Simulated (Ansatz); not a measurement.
# ZnS: the cost of one run

Method: DFT r2SCAN, scalar-relativistic, plane waves, PAW, in Ansatz 0.2.0.

1 further run of the same task is left out (set aside as unsound or not needed). Runs told in other sessions of the task aren't counted.

## 1. The starting structure

Symmetry: P6_3mc, No. 186, hexagonal system. The conventional cell has a = 3.807 Å, b = 3.807 Å, c = 6.246 Å, α = 90.00°, β = 90.00°, γ = 120.00°. Zn (site symmetry 3m) has 4 S at 2.33 to 2.34 Å in its first shell of neighbours. S (site symmetry 3m) is surrounded by 4 Zn at 2.33 to 2.34 Å.

Coordinates:

```cif
data_structure
_symmetry_space_group_name_H-M 'P 1'
_symmetry_Int_Tables_number 1
_cell_length_a 3.8067
_cell_length_b 3.8067
_cell_length_c 6.2457
_cell_angle_alpha 90.000
_cell_angle_beta 90.000
_cell_angle_gamma 120.000
_cell_volume 78.38
loop_
_atom_site_label
_atom_site_type_symbol
_atom_site_fract_x
_atom_site_fract_y
_atom_site_fract_z
_atom_site_occupancy
Zn1 Zn 0.33333 0.66667 0.00539 1
Zn2 Zn 0.66667 0.33333 0.50539 1
S1 S 0.33333 0.66667 0.37961 1
S2 S 0.66667 0.33333 0.87961 1
```

This cell was relaxed beforehand with the same method: volume 19.60 Å³/atom, gap on the mesh 2.78 eV.

## 2. The reference cell

Reference values: F = -8466.8882 eV; pressure -0.03 GPa; largest force 0.000 eV/Å; gap on the mesh 2.78 eV. It was computed beforehand with the settings of the runs below.

## 3. Next: a one-atom displacement scan

Atom 3 (S) is moved by x along the Cartesian unit vector (-0.500, -0.866, 0.000); the cell and all other atoms stay fixed. Forces below are components along that vector, summed over the moved atoms. In a periodic cell its images move with it.

## 4. At x = -0.450 Å

The input, input.yaml:

```yaml
crystal:
  lattice:
    - [3.8067217484, 0.0, 0.0]
    - [-1.9033608742, 3.2967177392, 0.0]
    - [0.0, 0.0, 6.2457351519]
  atoms:
    - { symbol: Zn, position: [0.3333333333, 0.6666666667, 0.0053880718] }
    - { symbol: Zn, position: [0.6666666667, 0.3333333333, 0.5053880718] }
    - { symbol: S, position: [0.4515452831, 0.7848786164, 0.3796119282] }
    - { symbol: S, position: [0.6666666667, 0.3333333333, 0.8796119282] }
basis:
  ecutwfc: 500
kpoints:
  mp_grid: { grid: [6, 6, 4] }
hamiltonian:
  xc: r2scan
scf:
  occupations: { method: gaussian, width: 0.05 }
output:
  forces: true
  stress: true
  eigenvalues: true
```

Launch:

```bash
ansatz run input.yaml --threads 1 --pin off --max-ram 2560MiB --backend cpu --events-out ev --progress --plain --runs-dir out
```

Q: Estimate wall time and peak memory on 1 thread of Intel Xeon at 2.70GHz, shared host.

About 47 s, with a peak of 0.58 GiB.
